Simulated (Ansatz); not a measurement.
# Tin, fcc under RPBE: structure, energy and stiffness, part 2 of 2

The plan for tin in the fcc structure: relax it, solve it on a dense k-mesh, then scale the cell to 7 volumes from 88 to 112 % of the relaxed one and try a fit of the equation of state. Spin polarisation is left out. The k-meshes are 11×11×11 for the relaxation; 18×18×18 for the dense run; 13×13×13 for the volumes.

Ansatz 0.2.0; DFT, RPBE, plane waves (420 eV) with PAW, scalar-relativistic. Earlier steps stand in the parts before.

### Step 5. Equation of state: 92 %

The input, input.yaml:

```yaml
crystal:
  lattice:
    - [0.0, 2.3690093211, 2.3690093211]
    - [2.3690093211, 0.0, 2.3690093211]
    - [2.3690093211, 2.3690093211, 0.0]
  atoms:
    - { symbol: Sn, position: [0.0, 0.0, 0.0] }
hamiltonian:
  xc: rpbe
  pseudopotentials:
    kind: paw
    azcp:
      Sn: "pseudopotentials/Sn.paw.azcp"
basis:
  ecutwfc: 420
  fft_grid_basis: typed
kpoints:
  mp_grid: { grid: [13, 13, 13], shift: [0, 0, 0] }
magnetization:
  spin_polarized: false
scf:
  occupations: { method: fermi_dirac, width: 0.1 }
  lower_state_search: "off"
output:
  stress: true
```

On the command line:

```
$ ansatz run input.yaml --threads 2 --pin off --max-ram 5120MiB --backend cpu --events-out ev --progress --plain --runs-dir out
```

Output (excerpt; [...] marks lines left out):

```text
Warning: RAYON_NUM_THREADS=2 ignored (pool sized by the plan → 2); use --threads N
[...]
Pseudopotentials: kind: paw
Pseudopotential: Sn, paw, valence charge 14, recommended cutoff 420 eV (normal), <dir>
Functional definition: RPBE
[...]
Crystal: 1 atoms, lattice volume = 26.591 Å³
Basis set: ecut = 420 eV, 531 PW (Γ)
Bands: 11, of which v1, the nominal top of the filled ones, is band 7 counted from 1 (6 counted from 0)
Symmetry: 48 space group operations
Space group: Fm-3m (ITA 225), of the structure as read, at distance tolerance 3.0e-5 Å
k-points: 84 of 2197
[...]
SCF iter   1: F=—  HF=-6032.685647 eV  |F-HF|=—  |Δ(HF+E_count)|=         —  Δρ=2.65e-3  dr2=9.57e-4  ethr=1.77e-3  ⟨swp⟩=4.9  Hψ=5454  notcnv=0
[...]
SCF iter   6: F=-6032.684971 eV  HF=-6032.684971 eV  |F-HF|=0.00e0  |Δ(HF+E_count)|=  3.26e-10  Δρ=3.00e-7  dr2=1.39e-11  ethr=9.27e-12  ⟨swp⟩=1.3  Hψ=2781  notcnv=0
[...]
SCF converged after 6 iterations
Free energy (F): -6032.684971 eV
[...]
E sigma→0 (E₀):  -6032.676194 eV
Entropy (-TS):   -0.017555 eV (-17.555 meV/atom)
Fermi energy:    11.408016 eV
[...]
--- Stress (GPa, compression-positive) ---
        4.184960       0.000000      -0.000000
       -0.000000       4.184960      -0.000000
        0.000000      -0.000000       4.184960
  P = ⅓ Tr σ = 4.1850 GPa (41.850 kbar)
```

Wall time 0.93 s (2 threads of Intel Xeon Platinum 8488C (Sapphire Rapids), shared host); peak memory 0.39 GiB.

### Step 6. Equation of state: 96 %

Edit input.yaml of step 5 so:

```diff
@@ -2,5 +2,5 @@
   lattice:
-    - [0.0, 2.3690093211, 2.3690093211]
-    - [2.3690093211, 0.0, 2.3690093211]
-    - [2.3690093211, 2.3690093211, 0.0]
+    - [0.0, 2.4028568844, 2.4028568844]
+    - [2.4028568844, 0.0, 2.4028568844]
+    - [2.4028568844, 2.4028568844, 0.0]
   atoms:
@@ -25 +25,5 @@
   stress: true
+  write_density: true
+  write_potential: true
+  elf: true
+  volumetric_format: npy
```

On the command line:

```
$ ansatz run input.yaml --threads 2 --pin off --max-ram 5120MiB --backend cpu --events-out ev --progress --plain --runs-dir out
```

Output (excerpt; [...] marks lines left out):

```text
Warning: RAYON_NUM_THREADS=2 ignored (pool sized by the plan → 2); use --threads N
[...]
[... 3 set-up lines as earlier in the session ...]
[...]
Crystal: 1 atoms, lattice volume = 27.747 Å³
Basis set: ecut = 420 eV, 537 PW (Γ)
Bands: 11, of which v1, the nominal top of the filled ones, is band 7 counted from 1 (6 counted from 0)
[... 2 set-up lines as earlier in the session ...]
k-points: 84 of 2197
[...]
SCF iter   1: F=—  HF=-6032.707206 eV  |F-HF|=—  |Δ(HF+E_count)|=         —  Δρ=2.29e-3  dr2=7.75e-4  ethr=1.77e-3  ⟨swp⟩=4.9  Hψ=5428  notcnv=0
[...]
SCF iter   6: F=-6032.706402 eV  HF=-6032.706402 eV  |F-HF|=1.82e-12  |Δ(HF+E_count)|=  1.29e-10  Δρ=1.67e-7  dr2=4.43e-12  ethr=5.78e-12  ⟨swp⟩=4.4  Hψ=4383  notcnv=0
[...]
SCF converged after 6 iterations
Free energy (F): -6032.706402 eV
[...]
E sigma→0 (E₀):  -6032.697390 eV
Entropy (-TS):   -0.018026 eV (-18.026 meV/atom)
Fermi energy:    10.773155 eV
[...]
--- Stress (GPa, compression-positive) ---
        1.844499      -0.000000       0.000000
       -0.000000       1.844499      -0.000000
        0.000000      -0.000000       1.844499
  P = ⅓ Tr σ = 1.8445 GPa (18.445 kbar)
--- Band table (eV; the first three rows and the last of 84) ---
  k-point 0: bands = ["-10.8924", "-10.8924", "-10.8924", "-10.8213", "-10.8213", "-0.2492", "18.3127", "18.3127", "18.3127", "21.2553", "22.3760"]
[...]
```

It took 1.4 s on 2 threads of Intel Xeon Platinum 8488C (Sapphire Rapids), shared host; peak memory 0.39 GiB.

### Step 7. Equation of state: 100 %

Edit input.yaml of step 6 so:

```diff
@@ -2,5 +2,5 @@
   lattice:
-    - [0.0, 2.4028568844, 2.4028568844]
-    - [2.4028568844, 0.0, 2.4028568844]
-    - [2.4028568844, 2.4028568844, 0.0]
+    - [0.0, 2.4357768229, 2.4357768229]
+    - [2.4357768229, 0.0, 2.4357768229]
+    - [2.4357768229, 2.4357768229, 0.0]
   atoms:
```

On the command line:

```
$ ansatz run input.yaml --threads 2 --pin off --max-ram 5120MiB --backend cpu --events-out ev --progress --plain --runs-dir out
```

Output (excerpt; [...] marks lines left out):

```text
Warning: RAYON_NUM_THREADS=2 ignored (pool sized by the plan → 2); use --threads N
[...]
[... 3 set-up lines as earlier in the session ...]
[...]
Crystal: 1 atoms, lattice volume = 28.903 Å³
Basis set: ecut = 420 eV, 537 PW (Γ)
Bands: 11, of which v1, the nominal top of the filled ones, is band 7 counted from 1 (6 counted from 0)
[... 2 set-up lines as earlier in the session ...]
k-points: 84 of 2197
[...]
SCF iter   1: F=—  HF=-6032.713560 eV  |F-HF|=—  |Δ(HF+E_count)|=         —  Δρ=2.24e-3  dr2=7.95e-4  ethr=1.77e-3  ⟨swp⟩=5.0  Hψ=5398  notcnv=0
[...]
SCF iter   6: F=-6032.712756 eV  HF=-6032.712756 eV  |F-HF|=9.09e-13  |Δ(HF+E_count)|=  5.73e-11  Δρ=1.70e-7  dr2=5.60e-12  ethr=6.82e-12  ⟨swp⟩=4.5  Hψ=4502  notcnv=0
[...]
SCF converged after 6 iterations
Free energy (F): -6032.712756 eV
[...]
E sigma→0 (E₀):  -6032.703578 eV
Entropy (-TS):   -0.018355 eV (-18.355 meV/atom)
Fermi energy:    10.187895 eV
[...]
--- Stress (GPa, compression-positive) ---
       -0.014716       0.000000       0.000000
        0.000000      -0.014716       0.000000
       -0.000000      -0.000000      -0.014716
  P = ⅓ Tr σ = -0.0147 GPa (-0.147 kbar)
--- Band table (eV; the first three rows and the last of 84) ---
  k-point 0: bands = ["-11.4594", "-11.4594", "-11.4594", "-11.3976", "-11.3976", "-0.5460", "17.3992", "17.3992", "17.3992", "20.6252", "21.5516"]
[...]
```

Run time: 1.5 s. Hardware: 2 threads of Intel Xeon Platinum 8488C (Sapphire Rapids), shared host; peak memory 0.37 GiB.

### Step 8. Equation of state: 104 %

Edit input.yaml of step 7 so:

```diff
@@ -2,5 +2,5 @@
   lattice:
-    - [0.0, 2.4357768229, 2.4357768229]
-    - [2.4357768229, 0.0, 2.4357768229]
-    - [2.4357768229, 2.4357768229, 0.0]
+    - [0.0, 2.4678301937, 2.4678301937]
+    - [2.4678301937, 0.0, 2.4678301937]
+    - [2.4678301937, 2.4678301937, 0.0]
   atoms:
@@ -25,5 +25 @@
   stress: true
-  write_density: true
-  write_potential: true
-  elf: true
-  volumetric_format: npy
```

On the command line:

```
$ ansatz run input.yaml --threads 2 --pin off --max-ram 5120MiB --backend cpu --events-out ev --progress --plain --runs-dir out
```

Output (excerpt; [...] marks lines left out):

```text
Warning: RAYON_NUM_THREADS=2 ignored (pool sized by the plan → 2); use --threads N
[...]
[... 3 set-up lines as earlier in the session ...]
[...]
Crystal: 1 atoms, lattice volume = 30.059 Å³
Basis set: ecut = 420 eV, 609 PW (Γ)
Bands: 11, of which v1, the nominal top of the filled ones, is band 7 counted from 1 (6 counted from 0)
[... 2 set-up lines as earlier in the session ...]
k-points: 84 of 2197
[...]
SCF iter   1: F=—  HF=-6032.707862 eV  |F-HF|=—  |Δ(HF+E_count)|=         —  Δρ=2.20e-3  dr2=8.33e-4  ethr=1.77e-3  ⟨swp⟩=5.0  Hψ=5350  notcnv=0
[...]
SCF iter   6: F=-6032.707089 eV  HF=-6032.707089 eV  |F-HF|=1.82e-12  |Δ(HF+E_count)|=  2.92e-10  Δρ=1.35e-7  dr2=2.27e-12  ethr=8.69e-12  ⟨swp⟩=1.9  Hψ=2987  notcnv=0
[...]
SCF converged after 6 iterations
Free energy (F): -6032.707089 eV
[...]
E sigma→0 (E₀):  -6032.697848 eV
Entropy (-TS):   -0.018482 eV (-18.482 meV/atom)
Fermi energy:    9.648474 eV
[...]
--- Stress (GPa, compression-positive) ---
       -1.503037       0.000000       0.000000
        0.000000      -1.503037       0.000000
       -0.000000      -0.000000      -1.503037
  P = ⅓ Tr σ = -1.5030 GPa (-15.030 kbar)
```

Wall time 0.92 s (2 threads of Intel Xeon Platinum 8488C (Sapphire Rapids), shared host); peak memory 0.39 GiB.

### Step 9. Equation of state: 108 %

Edit input.yaml of step 8 so:

```diff
@@ -2,5 +2,5 @@
   lattice:
-    - [0.0, 2.4678301937, 2.4678301937]
-    - [2.4678301937, 0.0, 2.4678301937]
-    - [2.4678301937, 2.4678301937, 0.0]
+    - [0.0, 2.4990718672, 2.4990718672]
+    - [2.4990718672, 0.0, 2.4990718672]
+    - [2.4990718672, 2.4990718672, 0.0]
   atoms:
```

On the command line:

```
$ ansatz run input.yaml --threads 2 --pin off --max-ram 5120MiB --backend cpu --events-out ev --progress --plain --runs-dir out
```

Output (excerpt; [...] marks lines left out):

```text
Warning: RAYON_NUM_THREADS=2 ignored (pool sized by the plan → 2); use --threads N
[...]
[... 3 set-up lines as earlier in the session ...]
[...]
Crystal: 1 atoms, lattice volume = 31.215 Å³
Basis set: ecut = 420 eV, 609 PW (Γ)
Bands: 11, of which v1, the nominal top of the filled ones, is band 7 counted from 1 (6 counted from 0)
[... 2 set-up lines as earlier in the session ...]
k-points: 84 of 2197
[...]
SCF iter   1: F=—  HF=-6032.692546 eV  |F-HF|=—  |Δ(HF+E_count)|=         —  Δρ=2.21e-3  dr2=9.10e-4  ethr=1.77e-3  ⟨swp⟩=5.0  Hψ=5337  notcnv=0
[...]
SCF iter   6: F=-6032.691751 eV  HF=-6032.691751 eV  |F-HF|=4.55e-12  |Δ(HF+E_count)|=  4.30e-10  Δρ=1.68e-7  dr2=5.41e-12  ethr=1.17e-11  ⟨swp⟩=1.9  Hψ=2909  notcnv=0
[...]
SCF converged after 6 iterations
Free energy (F): -6032.691751 eV
[...]
E sigma→0 (E₀):  -6032.682476 eV
Entropy (-TS):   -0.018551 eV (-18.551 meV/atom)
Fermi energy:    9.151267 eV
[...]
--- Stress (GPa, compression-positive) ---
       -2.705821       0.000000       0.000000
       -0.000000      -2.705821      -0.000000
        0.000000       0.000000      -2.705821
  P = ⅓ Tr σ = -2.7058 GPa (-27.058 kbar)
```

Run time: 1.1 s. Hardware: 2 threads of Intel Xeon Platinum 8488C (Sapphire Rapids), shared host; peak memory 0.37 GiB.

### Step 10. Equation of state: 112 %

Edit input.yaml of step 9 so:

```diff
@@ -2,5 +2,5 @@
   lattice:
-    - [0.0, 2.4990718672, 2.4990718672]
-    - [2.4990718672, 0.0, 2.4990718672]
-    - [2.4990718672, 2.4990718672, 0.0]
+    - [0.0, 2.5295513573, 2.5295513573]
+    - [2.5295513573, 0.0, 2.5295513573]
+    - [2.5295513573, 2.5295513573, 0.0]
   atoms:
@@ -25 +25,5 @@
   stress: true
+  write_density: true
+  write_potential: true
+  elf: true
+  volumetric_format: npy
```

On the command line:

```
$ ansatz run input.yaml --threads 2 --pin off --max-ram 5120MiB --backend cpu --events-out ev --progress --plain --runs-dir out
```

Output (excerpt; [...] marks lines left out):

```text
Warning: RAYON_NUM_THREADS=2 ignored (pool sized by the plan → 2); use --threads N
[...]
[... 3 set-up lines as earlier in the session ...]
[...]
Crystal: 1 atoms, lattice volume = 32.371 Å³
Basis set: ecut = 420 eV, 609 PW (Γ)
Bands: 11, of which v1, the nominal top of the filled ones, is band 7 counted from 1 (6 counted from 0)
[... 1 set-up line as earlier in the session ...]
Space group: Fm-3m (ITA 225), of the structure as read, at distance tolerance 3.2e-5 Å
k-points: 84 of 2197
[...]
SCF iter   1: F=—  HF=-6032.669385 eV  |F-HF|=—  |Δ(HF+E_count)|=         —  Δρ=2.20e-3  dr2=9.80e-4  ethr=1.77e-3  ⟨swp⟩=5.0  Hψ=5351  notcnv=0
[...]
SCF iter   6: F=-6032.668596 eV  HF=-6032.668596 eV  |F-HF|=1.82e-11  |Δ(HF+E_count)|=  4.84e-10  Δρ=2.77e-7  dr2=2.78e-11  ethr=1.31e-11  ⟨swp⟩=5.2  Hψ=4484  notcnv=0
[...]
SCF converged after 6 iterations
Free energy (F): -6032.668596 eV
[...]
E sigma→0 (E₀):  -6032.659196 eV
Entropy (-TS):   -0.018799 eV (-18.799 meV/atom)
Fermi energy:    8.691175 eV
[...]
--- Stress (GPa, compression-positive) ---
       -3.677228      -0.000000      -0.000000
        0.000000      -3.677228       0.000000
       -0.000000      -0.000000      -3.677228
  P = ⅓ Tr σ = -3.6772 GPa (-36.772 kbar)
--- Band table (eV; the first three rows and the last of 84) ---
  k-point 0: bands = ["-12.9447", "-12.9447", "-12.9447", "-12.9035", "-12.9035", "-1.3209", "15.0275", "15.0275", "15.0275", "18.9550", "19.4212"]
[...]
```

Wall time 1.7 s (2 threads of Intel Xeon Platinum 8488C (Sapphire Rapids), shared host); peak memory 0.4 GiB.

### Step 11. Energy and pressure against volume

All volumes keep the relaxed shape and fractional coordinates.

```csv
V (Å³/atom),E − E₀ (meV/atom),P from the stress (GPa),P from the fit (GPa)
25.435,67.6,7.15,7.06
26.591,27.4,4.18,4.15
27.747,6.2,1.84,1.83
28.903,0.1,-0.01,-0.03
30.059,5.8,-1.50,-1.52
31.215,21.2,-2.71,-2.72
32.371,44.4,-3.68,-3.67
```

Fit (Birch-Murnaghan, third order): V₀ = 28.882 Å³/atom, B₀ = 42 GPa, B₀′ = 4.5, largest residual 0.07 meV/atom.

### Step 12. What came out

This closing draws on all 2 parts.

| quantity | value |
| --- | --- |
| space group (spins left aside) | Fm-3m (No. 225) |
| conventional cell | a = 4.872 Å |
| volume | 28.903 Å³/atom |
| shortest distance | 3.445 Å |
| gap on the mesh | none (levels filled in part) |
| relative to alpha-Sn (diamond) | +99 meV/atom |
| V₀, B₀, B₀′ | 28.882 Å³/atom, 42 GPa, 4.5 |

The relaxation enlarged the cell by 3.1 % in volume. Against the reference form of tin (alpha-Sn (diamond), computed apart with the same settings) it stands 99 meV/atom higher. No gap shows: it is a metal or semimetal at this level. The fitted modulus is 42 GPa. The symmetry was held, so the structure may be unstable against distortions that break it.
